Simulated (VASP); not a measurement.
**CuCl (Nantokite): band structure with PBE**

**The experiment to reproduce.**

A printed reference work, data compilation reports, for a bulk crystal of CuCl at 4.2 K: band gap 3.399 eV (direct).

The system is CuCl (Nantokite).

```
Cu Cl
1.0
     0.00000    2.64977    2.64977
     2.64977    0.00000    2.64977
     2.64977    2.64977    0.00000
Cu Cl
1 1
Direct
  0.00000 0.00000 0.00000
  0.25000 0.25000 0.25000
```

```json
{
 "Program": "VASP 6.6.1",
 "Task": "band structure",
 "Functional": "PBE",
 "Potentials or basis": "VASP PAW PBE potentials, release 64 (Cu, Cl)",
 "Cutoff": "520 eV",
 "k mesh": "10 × 10 × 10",
 "Occupations": "gaussian, width 0.03 eV",
 "Spin": "no spin polarisation",
 "Further INCAR settings": "ALGO = Fast; EDIFF = 1e-06"
}
```

* Pressure: 4.0 GPa
* Band gap on the k mesh: 0.67 eV, direct
* Band gap along the path: 0.67 eV, direct

Levels at the corners of the path, in eV from the valence-band top:
```tsv
point	band 5	band 6	band 7	band 8	band 9	band 10	band 11	band 12	band 13
Γ	-1.70	-1.70	0.00	0.00	0.00	0.67	6.74	6.74	6.74
X	-1.85	-1.57	-1.48	-1.27	-1.27	3.39	4.59	9.11	11.43
X	-1.85	-1.57	-1.48	-1.27	-1.27	3.39	4.59	9.11	11.43
W	-1.93	-1.80	-1.50	-1.27	-0.91	5.09	5.55	7.60	7.89
W	-1.93	-1.80	-1.50	-1.27	-0.91	5.09	5.55	7.60	7.89
K	-1.96	-1.62	-1.53	-1.17	-1.01	4.23	5.34	8.28	9.41
K	-1.96	-1.62	-1.53	-1.17	-1.01	4.23	5.34	8.28	9.41
Γ	-1.70	-1.70	0.00	0.00	0.00	0.67	6.74	6.74	6.74
Γ	-1.70	-1.70	0.00	0.00	0.00	0.67	6.74	6.74	6.74
L	-1.62	-1.62	-1.55	-0.64	-0.64	3.01	7.07	7.19	7.19
L	-1.62	-1.62	-1.55	-0.64	-0.64	3.01	7.07	7.19	7.19
U	-1.96	-1.62	-1.53	-1.17	-1.01	4.23	5.34	8.28	9.41
U	-1.96	-1.62	-1.53	-1.17	-1.01	4.23	5.34	8.28	9.41
W	-1.93	-1.80	-1.50	-1.27	-0.91	5.09	5.55	7.60	7.89
W	-1.93	-1.80	-1.50	-1.27	-0.91	5.09	5.55	7.60	7.89
L	-1.62	-1.62	-1.55	-0.64	-0.64	3.01	7.07	7.19	7.19
L	-1.62	-1.62	-1.55	-0.64	-0.64	3.01	7.07	7.19	7.19
K	-1.96	-1.62	-1.53	-1.17	-1.01	4.23	5.34	8.28	9.41
U	-1.96	-1.62	-1.53	-1.17	-1.01	4.23	5.34	8.28	9.41
X	-1.85	-1.57	-1.48	-1.27	-1.27	3.39	4.59	9.11	11.43
```

Run time: 33 s on 1 thread of Intel(R) Xeon(R) 6975P-C (Granite Rapids), on a shared host, peak memory 0.18 GiB.

Against the measured gap of CuCl, 3.399 eV (direct; 4.2 K; a printed reference work, data compilation), the calculated 0.67 eV is off by -2.73 eV. So large a miss can be the level of theory's own, or it may mean another phase, state or a wrong row. The value is that of PBE, without temperature or zero-point motion. Semilocal functionals fall short of measured gaps as a rule.
